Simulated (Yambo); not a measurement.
## InP: optical spectrum by the Bethe-Salpeter equation with PBEsol

**The experiment to reproduce.**

From a printed reference work, data compilation, for a bulk crystal of InP at 1.6 K: band gap 1.4236 eV (direct).

Crystal: InP.

```xyz
2
Lattice="0.0000 2.9305 2.9305 2.9305 0.0000 2.9305 2.9305 2.9305 0.0000" Properties=species:S:1:pos:R:3 pbc="T T T"
In    0.0000    0.0000    0.0000
P     4.3957    4.3957    4.3957
```

| Property | Result |
| --- | --- |
| Program | Yambo 5.3.0 |
| Task | optical spectrum by the Bethe-Salpeter equation |
| Functional | PBEsol |
| Potentials or basis | PseudoDojo 0.4 SR PBEsol stringent |
| Cutoff | 1116 eV |
| Density cutoff | 4463 eV |
| k mesh | 6 × 6 × 6 |
| Occupations | fixed |
| Spin | no spin polarisation |
| k mesh of the self-consistent run | 8 × 8 × 8 |
| Random integration of the Coulomb term | yes |
| Direction of the field or of q to 0 | x + y + z |
| Broadening | 0.1 eV |
| Kernel | adiabatic LDA |
| Terms kept | resonant and antiresonant, uncoupled |
| Solver | diagonalisation |
| Correction of the levels | scissor |
| Top of the energy range | 15 eV |
| Energy points | 200 |
| Scissor shift | 0.76 eV |
| Bands of the transition space (first, last) | [11, 16] |
| Bands in the response | 38 |
| Cutoff of the response matrix | 5 Ry |
| Cutoff of exchange and Vxc | 30 Ry |

The band gap on the k mesh, mean-field level is 0.61 eV, direct, the lowest exciton energy is 1.38 eV and the lowest bright exciton energy is 1.38 eV.

Dielectric function (along the field direction of the input):
| energy (eV) | real part | imaginary part |
| --- | --- | --- |
| 0.30 | 16.21 | 0.24 |
| 0.75 | 18.61 | 1.03 |
| 1.28 | 33.01 | 21.50 |
| 1.81 | 5.05 | 2.49 |
| 2.26 | 12.54 | 1.69 |
| 2.79 | 17.90 | 22.59 |
| 3.32 | -4.42 | 7.98 |
| 3.84 | 7.51 | 11.08 |
| 4.30 | 16.26 | 9.04 |
| 4.82 | -5.20 | 24.23 |
| 5.35 | -6.50 | 6.15 |
| 5.80 | -1.30 | 4.15 |
| 6.33 | 0.91 | 7.70 |
| 6.86 | -0.92 | 5.39 |
| 7.39 | -4.86 | 7.08 |
| 7.84 | -5.41 | 6.92 |
| 8.37 | -2.73 | 2.67 |
| 8.89 | -4.87 | 1.82 |
| 9.42 | -2.57 | 1.67 |
| 9.87 | -3.32 | 1.03 |
| 10.40 | -2.50 | 1.08 |
| 10.93 | -2.29 | 0.69 |
| 11.38 | -1.94 | 0.27 |
| 11.91 | -1.31 | 0.20 |
| 12.44 | -1.09 | 0.07 |
| 12.96 | -0.80 | 0.09 |
| 13.42 | -0.74 | 0.08 |
| 13.94 | -0.52 | 0.03 |
| 14.47 | -0.37 | 0.03 |
| 15.00 | -0.25 | 0.02 |

Lowest exciton energies (eV): 1.38, 1.38, 1.38, 2.79, 2.79, 2.79, 2.79, 2.79

Excitons:
```tsv
energy (eV)	strength (relative to the strongest)
1.377	0.64
1.377	1
1.377	0.52
2.791	1.6e-07
2.791	4.5e-07
2.791	3.9e-07
2.791	5.3e-08
2.791	2.5e-11
2.791	6.3e-09
2.791	3.5e-07
2.791	2.7e-10
2.792	0.00014
```

Wall time 74 s on 1 thread of Arm Neoverse V2, with other jobs on the host.

A measured gap of InP is 1.4236 eV (direct; 1.6 K; a printed reference work, data compilation); the calculated 0.61 eV misses it by -0.81 eV. Spin-orbit coupling on In is left out. The value is that of PBEsol on a finite k mesh, which can miss the band edges, without temperature or zero-point motion. Semilocal functionals fall short of measured gaps as a rule.

Caveat: the LDA kernel is used on GGA states, which is inconsistent by a few percent; the scissor is the correction of the direct gap in an earlier G0W0 run on the same states; spectra need much finer meshes, so this one isn't converged; spin-orbit coupling is left out, which moves the levels of the heavy elements.
